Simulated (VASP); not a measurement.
Here is a VASP 6.6.1 calculation.

The input INCAR:

```
SYSTEM = N
PREC = Accurate ; ENCUT = 520
EDIFF = 1E-6 ; ISMEAR = 0
SIGMA = 0.01 ; LREAL = .FALSE.
LASPH = .TRUE. ; NELM = 80
ALGO = Normal ; ISIF = 2
LWAVE = .FALSE. ; LCHARG = .FALSE.
ISPIN = 2 ; MAGMOM = 3.1
LORBIT = 11 ; NUPDOWN = 3
GGA = PE ; IVDW = 12
ISYM = 0
```

KPOINTS

```
regular mesh
0
G
  1 1 1
  0 0 0
```

Contents of POSCAR:

```
N                                       
1.0
   10.5000000000      0.0000000000      0.0000000000
    0.0000000000     11.0000000000      0.0000000000
    0.0000000000      0.0000000000     11.5000000000
  N             
     1
Selective dynamics
Direct
     0.5000000000000000    0.5045454544999970    0.5000000000000000   F   F   F
```

Potentials or basis: VASP PAW PBE potentials, release 64 (N).

Launch:

```console
$ cat potpaw_PBE.64/N/POTCAR > POTCAR
$ mpirun -np 4 vasp_gam > vasp.out
```

(1) What does it give for the dispersion energy per atom?

Results:

(1) 0.000 eV.

Caveat: the total moment is fixed, so each spin has its own Fermi level.
